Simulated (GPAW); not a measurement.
```
! title: A GW chain in GPAW: GaSb (honeycomb monolayer)
! method: DFT, LDA, plane waves, PAW (and 1 further level or step)
! program: GPAW 26.7.0
! settings of one run: cutoff 550 eV, GPAW PAW setups 1.2.1 data release, 6×6×1 k-mesh
! notes: Values taken over the cell’s volume include its vacuum. The start is a generated structure, not a measured one. Limits: no spin-orbit coupling. Bands and cutoff are finite, so the gap is not at the basis limit. The miss can reach some tenths of an eV and take either sign; the mesh is an error of its own.
! LDA gap: 1.06 eV, direct
! G0W0 gap on the mesh: 2.28 eV
! GW settings: 6×6×1 mesh, 135 bands, screening to 48 eV, full frequency, Hilbert transform
! known limits: not at the basis limit; no spin-orbit coupling
CELL_PARAMETERS angstrom
4.26546 0.00000 0.00000
-2.13273 3.69399 0.00000
0.00000 0.00000 11.40000
ATOMIC_POSITIONS crystal
Ga 0.33333 0.66667 0.47102
Sb 0.66667 0.33333 0.52896
```

[Paths, hosts, dates, memory and timing lines, banners, echoed tables and standing remarks are left out of the program output.]

[Logs are printed without paths, hosts, clocks, repeated set-up lines and the standing remarks that a program may print on its own settings, such as how far it seeks lower states.]

[Runs of the session that timed out or met a known fault of the program may be left out.]

[Hosts, paths, dates, database ids (printed as entryN), source tags and the programs' standing remarks are cut or masked in the printed files.]
